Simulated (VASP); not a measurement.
## I: single point with BLYP

Crystal: I.

```
I
1.0
     2.47940   -3.67527   -0.01572
     2.58181    3.74540    0.02221
    -1.61289   -0.01021    2.38445
I
1
Direct
  0.50180 0.49925 0.50302
```

The cell isn't the ideal one: cell strained at random at fixed volume.

```yaml
Program: VASP 6.6.1
Task: single point
Functional: BLYP
Potentials_or_basis: VASP PAW PBE potentials, release 64 (I)
Cutoff: 520 eV
k_mesh: 6 × 6 × 8
Occupations: tetrahedron
Spin: collinear spin, typed start
Starting_moments: "[0.5] μB"
```

```
Pressure                                              : 3.6 GPa
Band gap on the k mesh                                : none (metal or under the smearing width)
Net moment                                            : 0.00 μB per cell
Valence electrons inside the program's atomic spheres : I 4.25
```

Stress tensor (GPa, compression positive):
```
 3.20 -0.05 -3.67
-0.05  1.60 -0.06
-3.67 -0.06  6.15
```

Levels at points of the mesh, in eV from the Fermi level:
Spin up:
```tsv
k point	band 2	band 3	band 4	band 5	band 6	band 7
(0.00, 0.00, 0.00)	-1.40	-1.32	4.17	4.59	7.92	8.40
(0.50, 0.00, 0.00)	-3.41	-1.93	4.18	5.27	10.75	11.07
(0.00, 0.50, 0.00)	-3.40	-1.77	4.20	5.40	10.78	10.81
(0.50, 0.50, 0.00)	-3.32	-1.79	3.98	5.37	10.22	10.81
(0.00, 0.00, 0.50)	-5.16	-0.80	0.01	5.45	6.56	11.69
(0.50, 0.00, 0.50)	-5.31	-0.20	0.49	6.10	8.29	9.55
(0.00, 0.50, 0.50)	-5.32	-0.15	0.50	6.17	8.29	9.62
(0.50, 0.50, 0.50)	-5.15	-0.81	-0.04	5.44	6.47	11.73
```
Spin down:
| k point | band 2 | band 3 | band 4 | band 5 | band 6 | band 7 |
| --- | --- | --- | --- | --- | --- | --- |
| (0.00, 0.00, 0.00) | -1.40 | -1.32 | 4.17 | 4.59 | 7.92 | 8.40 |
| (0.50, 0.00, 0.00) | -3.41 | -1.93 | 4.18 | 5.27 | 10.74 | 11.07 |
| (0.00, 0.50, 0.00) | -3.40 | -1.77 | 4.20 | 5.40 | 10.78 | 10.81 |
| (0.50, 0.50, 0.00) | -3.32 | -1.79 | 3.98 | 5.37 | 10.22 | 10.81 |
| (0.00, 0.00, 0.50) | -5.16 | -0.80 | 0.01 | 5.45 | 6.56 | 11.69 |
| (0.50, 0.00, 0.50) | -5.31 | -0.20 | 0.49 | 6.10 | 8.29 | 9.55 |
| (0.00, 0.50, 0.50) | -5.32 | -0.15 | 0.50 | 6.17 | 8.29 | 9.62 |
| (0.50, 0.50, 0.50) | -5.15 | -0.81 | -0.04 | 5.44 | 6.47 | 11.73 |

It took 3 min on 1 thread of Intel(R) Xeon(R) Platinum 8375C CPU @ 2.90GHz (Ice Lake) (shared host), peak memory 0.28 GiB.

Caveat: the PAW data sets were made with another functional, which shifts forces and pressure a little; tetrahedron occupations give inexact forces and stress in metals. The run has no spin-orbit coupling, so splittings on I are missing.
